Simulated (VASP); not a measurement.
# InP (F-43m) in VASP: single point with HSE06

Aim: the single point of InP with HSE06.

All numbers are computed with VASP 6.6.1; they aren't measurements. Logs are shortened: lines on timing, memory, paths and dates and some standing lists are left out, and cuts for length are marked.

**The experiment to reproduce.**

A printed reference work, data compilation reports, for a bulk crystal of InP at 1.6 K: band gap 1.4236 eV (direct).

The results are compared with them further down.

## 1. The cell of the first run

It takes space group F-43m (No. 216, cubic). The conventional cell has a = 5.908 Å, b = 5.908 Å, c = 5.908 Å, α = 90.00°, β = 90.00°, γ = 90.00°. Within 3.4 Å of In (site symmetry -43m) lie 4 P at 2.56 Å. Within 3.4 Å of P (site symmetry -43m) lie 4 In at 2.56 Å.

## 2. Single point, HSE06

Input file POSCAR:

```
InP
1.0
    0.0000000000      2.9538133483      2.9538133483
    2.9538133483      0.0000000000      2.9538133483
    2.9538133483      2.9538133483      0.0000000000
In P
1 1
Direct
    0.0000000000      0.0000000000      0.0000000000
    0.2500000000      0.2500000000      0.2500000000
```

Input file INCAR.step1:

```
  PREC = Accurate
  ENCUT = 520
  EDIFF = 1E-5
  ISMEAR = 0
  SIGMA = 0.01
  LREAL = F
  LASPH = T
  NELM = 100
  ALGO = Normal
  ISIF = 2
  LWAVE = T
  LCHARG = F
  NBANDS = 16
  GGA = PE
```

Input file INCAR.step2:

```
  PREC = Accurate
  ENCUT = 520
  EDIFF = 1E-7
  ISMEAR = 0
  SIGMA = 0.01
  LREAL = F
  LASPH = T
  NELM = 100
  ALGO = Normal
  ISIF = 2
  LWAVE = F
  LCHARG = F
  GGA = PE
  LHFCALC = T
  HFSCREEN = 0.2079
  PRECFOCK = Normal
  NBANDS = 16
  ISTART = 1
```

Input file KPOINTS:

```
Automatic mesh
0
Gamma
  6 6 6
```

Potentials or basis: VASP PAW PBE potentials, release 64 (In_d, P).

Run with:

```sh
> cat potpaw_PBE.64/In_d/POTCAR potpaw_PBE.64/P/POTCAR > POTCAR
> cp INCAR.step1 INCAR
> mpirun -np 1 vasp_std > vasp.out
> cp INCAR.step2 INCAR
> mpirun -np 1 vasp_std > vasp.out
```

OUTCAR:

```text
PREC = Accurate
   ENCUT = 520
   EDIFF = 1E-7
   ISMEAR = 0
   LREAL = F
   LASPH = T
   NELM = 100
   ISIF = 2
   GGA = PE
   LHFCALC = T
   HFSCREEN = 0.2079
   PRECFOCK = Normal
   ISTART = 1

 ion  position               nearest neighbor table
   1  0.000  0.000  0.000-   2 2.56   2 2.56   2 2.56   2 2.56
   2  0.250  0.250  0.250-   1 2.56   1 2.56   1 2.56   1 2.56

  LATTYP: Found a face centered cubic cell.
 ALAT       =     5.9076266966

  Lattice vectors:

 A1 = (   0.0000000000,   2.9538133483,   2.9538133483)
 A2 = (   2.9538133483,   0.0000000000,   2.9538133483)
 A3 = (   2.9538133483,   2.9538133483,   0.0000000000)

Analysis of symmetry for initial positions (statically):
=====================================================================
 Subroutine PRICEL returns:
 Original cell was already a primitive cell.

 Routine SETGRP: Setting up the symmetry group for a
 face centered cubic supercell.

 Subroutine GETGRP returns: Found 24 space group operations
 (whereof 24 operations were pure point group operations)
 out of a pool of 48 trial point group operations.

The static configuration has the point symmetry T_d .

Analysis of symmetry for dynamics (positions and initial velocities):
=====================================================================
 Subroutine PRICEL returns:
 Original cell was already a primitive cell.

 Routine SETGRP: Setting up the symmetry group for a
 face centered cubic supercell.

 Subroutine GETGRP returns: Found 24 space group operations
 (whereof 24 operations were pure point group operations)
 out of a pool of 48 trial point group operations.

The dynamic configuration has the point symmetry T_d .

 Subroutine INISYM returns: Found 24 space group operations
 (whereof 24 operations are pure point group operations),
 and found     1 'primitive' translations

----------------------------------------------------------------------------------------

                                     Primitive cell

  volume of cell :      51.5441

  direct lattice vectors                    reciprocal lattice vectors
     0.000000000  2.953813348  2.953813348    -0.169272713  0.169272713  0.169272713
     2.953813348  0.000000000  2.953813348     0.169272713 -0.169272713  0.169272713
     2.953813348  2.953813348  0.000000000     0.169272713  0.169272713 -0.169272713

  length of vectors
     4.177322898  4.177322898  4.177322898     0.293188940  0.293188940  0.293188940

  position of ions in fractional coordinates (direct lattice)
     0.000000000  0.000000000  0.000000000
     0.250000000  0.250000000  0.250000000

  ion indices of the primitive-cell ions
   primitive index   ion index
                 1           1
                 2           2

----------------------------------------------------------------------------------------

 KPOINTS: Automatic mesh

Automatic generation of k-mesh.
 Grid dimensions read from file:
 generate k-points for:    6    6    6

 Generating k-lattice:

  Cartesian coordinates                     Fractional coordinates (reciprocal lattice)
    -0.028212119  0.028212119  0.028212119     0.166666667  0.000000000  0.000000000
     0.028212119 -0.028212119  0.028212119     0.000000000  0.166666667  0.000000000
     0.028212119  0.028212119 -0.028212119     0.000000000  0.000000000  0.166666667

  Length of vectors
     0.048864823  0.048864823  0.048864823

  Shift w.r.t. Gamma in fractional coordinates (k-lattice)
     0.000000000  0.000000000  0.000000000

 Subroutine IBZKPT returns following result:
 ===========================================

 Found     16 irreducible k-points:

 Following reciprocal coordinates:
            Coordinates               Weight
  0.000000  0.000000  0.000000      1.000000
  0.166667  0.000000  0.000000      8.000000
  0.333333  0.000000  0.000000      8.000000
  0.500000  0.000000  0.000000      4.000000
  0.166667  0.166667  0.000000      6.000000
  0.333333  0.166667  0.000000     24.000000
[... 8 lines left out ...]
 -0.333333  0.333333  0.166667     24.000000
 -0.333333  0.500000  0.166667     12.000000
   k-points           NKPTS =     16   k-points in BZ     NKDIM =    216   number of bands    NBANDS=     16
   number of dos      NEDOS =    301   number of ions     NIONS =      2
   total plane-waves  NPLWV =  32768
   dimension x,y,z NGX =    32 NGY =   32 NGZ =   32
   dimension x,y,z NGXF=    64 NGYF=   64 NGZF=   64
   ions per type =               1   1
   NGX,Y,Z   is equivalent  to a cutoff of  12.74, 12.74, 12.74 a.u.
   NGXF,Y,Z  is equivalent  to a cutoff of  25.47, 25.47, 25.47 a.u.
 SYSTEM =  unknown system
   PREC   = accura    normal or accurate (medium, high low for compatibility)
   ISTART =      1    job   : 0-new  1-cont  2-samecut
   ICHARG =      0    charge: 1-file 2-atom 10-const
   ISPIN  =      1    spin polarized calculation?
   LNONCOLLINEAR =      F non collinear calculations
   LSORBIT =      F    spin-orbit coupling
   LASPH  =      T    aspherical Exc in radial PAW
   ENCUT  =  520.0 eV  38.22 Ry    6.18 a.u.   7.77  7.77  7.77*2*pi/ulx,y,z
   NELM   =    100;   NELMIN=  2; NELMDL=  0     # of ELM steps
   EDIFF  = 0.1E-06   stopping-criterion for ELM
   LREAL  =      F    real-space projection
   EDIFFG = 0.1E-05   stopping-criterion for IOM
   NSW    =      0    number of steps for IOM
   IBRION =     -1    ionic relax: 0-MD 1-quasi-New 2-CG
   NFREE  =      0    steps in history (QN), initial steepest desc. (CG)
   ISIF   =      2    stress and relaxation
   ISYM   =      3    0-nonsym 1-usesym 2-fastsym
   POTIM  = 0.5000    time-step for ionic-motion
   TEBEG  =    0.0;   TEEND  =   0.0 temperature during run
   PSTRESS=    0.0 pullay stress
   NELECT =      18.0000    total number of electrons
   NUPDOWN=      -1.0000    fix difference up-down
   EMIN   =  10.00;   EMAX   =-10.00  energy-range for DOS
   EFERMI =   0.00;   METHOD = LEGACY
   ISMEAR =     0;   SIGMA  =   0.01  broadening in eV -4-tet -1-fermi 0-gaus
   EFERMI_NEDOS =   21; number of points for ismear=-14 and -15
   IALGO  =     38    algorithm
   IMIX   =      1    mixing-type and parameters
     AMIX     =   0.40;   BMIX     =  1.00
     AMIX_MAG =   1.60;   BMIX_MAG =  1.00
  volume/ion in A,a.u.               =      25.77       173.92
  Fermi-wavevector in a.u.,A,eV,Ry     =   1.152850  2.178570 18.082986  1.329062
  Thomas-Fermi vector in A             =   2.289498
   LORBIT       =      0    0 simple, 1 ext, 2 COOP (PROOUT), +10 PAW based schemes
   GGA     = PE    functional components
   LHFCALC =     T    Hartree Fock is set to
   PRECFOCK=normal    Normal, Fast or Accurate (Low or Medium for compatibility)
   ENCUT4O =  -1.0   cutoff for four orbital integrals eV
   NKREDX  =     1    reduce k-point grid by
   NKREDY  =     1    reduce k-point grid by
   NKREDZ  =     1    reduce k-point grid by
   AEXX    =    0.2500 exact exchange contribution
   HFSCREEN=    0.2079 screening length (either q_TF or 0.3 A-1)
   HFSCREENC=   0.2079 screening length for correlation (either q_TF or 0.3 A-1)
   ENCUTFOCK=  -1.0 apply spherical cutoff to Coloumb kernel
   IVDW    =     0    specifies the selected vdW correction
   LEPSILON=     F    determine dielectric tensor
   LRPA    =     F    only Hartree local field effects (RPA)
 non-spin polarized calculation
 Gauss-broadening in eV      SIGMA  =   0.01
  energy-cutoff  :      520.00
  volume of cell :       51.54
 maximum number of plane-waves:      1411
  NGX = 24; NGY = 24; NGZ = 24

 number of electron      18.0000009 magnetization

 Free energy of the ion-electron system (eV)
  ---------------------------------------------------
  ext. energy  EPLUGINS =         0.00000000
  ---------------------------------------------------
  free energy    TOTEN  =        -9.98565758 eV

  energy without entropy =       -9.98565758  energy(sigma->0) =       -9.98565758

 E-fermi :   4.5965     XC(G=0):  -7.6478

 val. band max:        4.5142894321   @ k =   0.0000   0.0000   0.0000
 cond. band min:       5.8675655151   @ k =   0.0000   0.0000   0.0000
 fundamental gap:      1.3532760830
 Fermi energy:         4.5964553363

 k-point     1 :       0.0000    0.0000    0.0000
  band No.  band energies     occupation
      1     -11.3311      2.00000
      2     -11.3311      2.00000
      3     -11.3311      2.00000
      4     -11.1811      2.00000
      5     -11.1811      2.00000
      6      -8.0577      2.00000
[... 8 lines left out ...]
     15      14.9678      0.00000
     16      14.9678      0.00000

 k-point     2 :       0.1667    0.0000    0.0000
  band No.  band energies     occupation
      1     -11.3584      2.00000
      2     -11.3194      2.00000
      3     -11.3194      2.00000
      4     -11.1808      2.00000
      5     -11.1808      2.00000
      6      -7.7299      2.00000
[... 8 lines left out ...]
     15      14.0692      0.00000
     16      14.8927      0.00000

 k-point     3 :       0.3333    0.0000    0.0000
  band No.  band energies     occupation
      1     -11.4104      2.00000
      2     -11.3005      2.00000
      3     -11.3005      2.00000
      4     -11.1754      2.00000
      5     -11.1754      2.00000
      6      -6.8856      2.00000
[... 8 lines left out ...]
     15      14.5989      0.00000
     16      14.5989      0.00000

 k-point     4 :       0.5000    0.0000    0.0000
  band No.  band energies     occupation
      1     -11.4351      2.00000
      2     -11.2937      2.00000
      3     -11.2937      2.00000
      4     -11.1698      2.00000
      5     -11.1698      2.00000
      6      -6.2663      2.00000
[... 8 lines left out ...]
     15      16.2821      0.00000
     16      16.2821      0.00000

 k-point     5 :       0.1667    0.1667    0.0000
  band No.  band energies     occupation
      1     -11.3793      2.00000
      2     -11.3074      2.00000
      3     -11.3074      2.00000
      4     -11.1908      2.00000
      5     -11.1734      2.00000
      6      -7.6214      2.00000
[... 8 lines left out ...]
     15      15.2459      0.00000
     16      15.9753      0.00000

 k-point     6 :       0.3333    0.1667    0.0000
  band No.  band energies     occupation
      1     -11.4205      2.00000
      2     -11.2904      2.00000
      3     -11.2858      2.00000
      4     -11.1951      2.00000
      5     -11.1668      2.00000
      6      -6.9392      2.00000
[... 8 lines left out ...]
     15      15.5377      0.00000
     16      16.2113      0.00000
[... 115 lines left out ...]
 k-point    13 :       0.5000    0.5000    0.0000
  band No.  band energies     occupation
      1     -11.4993      2.00000
      2     -11.2334      2.00000
      3     -11.2334      2.00000
      4     -11.2272      2.00000
      5     -11.1501      2.00000
      6      -5.5826      2.00000
[... 8 lines left out ...]
     15      16.4714      0.00000
     16      17.4326      0.00000

 k-point    14 :       0.5000    0.3333    0.1667
  band No.  band energies     occupation
      1     -11.4496      2.00000
      2     -11.2791      2.00000
      3     -11.2627      2.00000
      4     -11.1989      2.00000
      5     -11.1651      2.00000
      6      -6.2278      2.00000
[... 8 lines left out ...]
     15      16.6835      0.00000
     16      17.4280      0.00000

 k-point    15 :      -0.3333    0.3333    0.1667
  band No.  band energies     occupation
      1     -11.4586      2.00000
      2     -11.2791      2.00000
      3     -11.2526      2.00000
      4     -11.1940      2.00000
      5     -11.1695      2.00000
      6      -5.7377      2.00000
[... 8 lines left out ...]
     15      16.6480      0.00000
     16      17.2489      0.00000

 k-point    16 :      -0.3333    0.5000    0.1667
  band No.  band energies     occupation
      1     -11.4770      2.00000
      2     -11.2625      2.00000
      3     -11.2396      2.00000
      4     -11.2077      2.00000
      5     -11.1619      2.00000
      6      -5.5275      2.00000
[... 8 lines left out ...]
     15      16.9463      0.00000
     16      17.6265      0.00000

------------------------ aborting loop because EDIFF is reached ----------------------------------------

  FORCE on cell =-STRESS in cart. coord.  units (eV):
  Direction    XX          YY          ZZ          XY          YZ          ZX
  --------------------------------------------------------------------------------------
  -------------------------------------------------------------------------------------
  Total       -0.0990107     -0.0990107     -0.0990107      0.0000000      0.0000000      0.0000000
  in kB       -3.0776090     -3.0776090     -3.0776090      0.0000000      0.0000000      0.0000000
  external PRESSURE =      -3.0776090 kB  Pullay stress =       0.0000000 kB

 VOLUME and BASIS-vectors are now :
 -----------------------------------------------------------------------------
  energy-cutoff  :      520.00
  volume of cell :       51.54
      direct lattice vectors                 reciprocal lattice vectors
     0.000000000  2.953813348  2.953813348    -0.169272713  0.169272713  0.169272713
     2.953813348  0.000000000  2.953813348     0.169272713 -0.169272713  0.169272713
     2.953813348  2.953813348  0.000000000     0.169272713  0.169272713 -0.169272713

 POSITION                                       TOTAL-FORCE (eV/Angst)
 -----------------------------------------------------------------------------------
      0.00000      0.00000      0.00000         0.000000      0.000000      0.000000
      1.47691      1.47691      1.47691        -0.000000     -0.000000     -0.000000
 -----------------------------------------------------------------------------------
    total drift:                                0.000008      0.000010      0.000006

  FREE ENERGIE OF THE ION-ELECTRON SYSTEM (eV)
  ---------------------------------------------------
  free  energy   TOTEN  =        -9.9856575802 eV

  energy  without entropy=       -9.9856575802  energy(sigma->0) =       -9.98565758
```

Wall time 2 h (1 thread of Oxide Virtual Turin-like, shared host); peak memory 0.27 GiB.

What came out:

```
Free energy            : -9.9857 eV
Pressure               : -0.3 GPa
Band gap on the k mesh : 1.35 eV
```

Caveat: the PAW data sets were made with another functional, which shifts forces and pressure a little; spin-orbit coupling is left out, which moves the levels of the heavy elements.

## 3. How close it comes

Step 2. A measured gap of InP is 1.4236 eV (direct; 1.6 K; a printed reference work, data compilation); the calculated 1.35 eV misses it by -0.07 eV. Spin-orbit coupling on In is left out. The value is that of HSE06, without temperature or zero-point motion.
